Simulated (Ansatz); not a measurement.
MoSe2 (P6_3/mmc)

Computed with DFT r2SCAN, scalar-relativistic, plane waves, PAW (Ansatz).

Plane waves to 500 eV, a k mesh through Γ of 12×12×2 on the computed 6-atom cell and Gaussian smearing (0.02 eV); no spin polarisation.

The structure is relaxed at this level of theory with its symmetry kept.

Symmetry: P6_3/mmc, No. 194, hexagonal system. Conventional cell: a = 3.320 Å, b = 3.320 Å, c = 13.645 Å, α = 90.00°, β = 90.00°, γ = 120.00°. Mo (site symmetry -6m2) is surrounded by 6 Se at 2.53 Å. Around Se (site symmetry 3m) lie 3 Mo at 2.53 Å.

| Item | Value |
| --- | --- |
| Volume per atom | 21.71 Å³ |
| Formation energy from the elements' standard states (uncorrected) | -0.749 eV/atom |
| Generalised Kohn–Sham band gap | 1.19 eV, indirect from Γ to (0.182, 0.182, 0.000) |
| Löwdin character of the top 1 eV of the valence band | Mo 4d 67 %, Se 4p 30 % |
| Löwdin character of the lowest 1 eV of the conduction band | Mo 4d 67 %, Se 4p 28 % |
| Electron masses at the edge by Cartesian direction of the standard setting (m_e; degenerate bands sorted by energy; no spin-orbit coupling) | x: 0.75; y: 0.59; z: 0.62 |
| Hole masses at the edge by Cartesian direction of the standard setting (m_e; degenerate bands sorted by energy; no spin-orbit coupling) | x: 1.0; y: 1.0; z: 1.0 |
| Bader charges (e) | Mo (2 in the cell) 1.07, Se (4 in the cell) -0.54 |

Each cell of MoSe2 holds layers, and where no dispersion correction was added their binding is poorly described.

A ferromagnetic start lost its moments in a first run, so spin was left out; other magnetic orders weren't tried.

Cost: 8 runs of about 16 core-minutes in all, on Arm Neoverse V2 (shared hosts).